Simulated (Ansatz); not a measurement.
Computed with Ansatz 0.2.0, DFT PBE, scalar-relativistic, plane waves, PAW. Settings: cutoff 420 eV, Γ-centred meshes spaced at most about 0.3 Å⁻¹, and about 0.25 Å⁻¹ or finer for metals (2π included), Gaussian smearing. No spin polarisation.

Temperature and zero-point effects are left out.

Question: Order these relaxed structures of Na2I by energy, lowest first, with the energy over the lowest of them.
A.

Space group P6/mmm (No. 191). a = 5.662 Å, b = 5.662 Å, c = 3.935 Å, α = 90.00°, β = 90.00°, γ = 120.00°
| atom | site | symmetry | x | y | z |
| --- | --- | --- | --- | --- | --- |
| Na | 2c | -6m2 | 0.3333 | 0.6667 | 0.0000 |
| I | 1b | 6/mmm | 0.0000 | 0.0000 | 0.5000 |

B.

Space group P6_3/mmc (No. 194). a = 4.355 Å, b = 4.355 Å, c = 14.688 Å, α = 90.00°, β = 90.00°, γ = 120.00°
```
atom  site  symmetry       x       y       z
  Na    4f       3m. 0.3333  0.6667  0.3891
   I    2b      -6m2  0.0000  0.0000  0.2500
```

C.

Space group I4/mmm (No. 139). a = 4.015 Å, b = 4.015 Å, c = 14.015 Å, α = 90.00°, β = 90.00°, γ = 90.00°
| atom | site | symmetry | x | y | z |
| --- | --- | --- | --- | --- | --- |
| Na | 4e | 4mm | 0.5000 | 0.5000 | 0.1384 |
| I | 2a | 4/mmm | 0.0000 | 0.0000 | 0.0000 |

Answer: B (0 meV/atom), C (39 meV/atom), A (275 meV/atom). Counting I atoms around Na (those within 1.25 times the shortest such distance or 1.15 times the sum of covalent radii; the shortest distance is added where it is long for a bond): B has Na 3; C has Na 4; A has Na 6 from 3.8 Å. All come from invented guesses.

No dispersion correction is applied, so the spacing and binding between layers, chains or molecules are poorly described (I4/mmm), and this can change margins and order among such cells. These runs have no spin–orbit coupling, which can matter for I. In I4/mmm, P6/mmm an odd number of electrons in the primitive cell allows no gap without spin; a larger cell or a magnetic state could open one. Cells relaxed within their symmetry can be saddle points. Some candidate types were left out of the draw beforehand, so a known form may be missing.
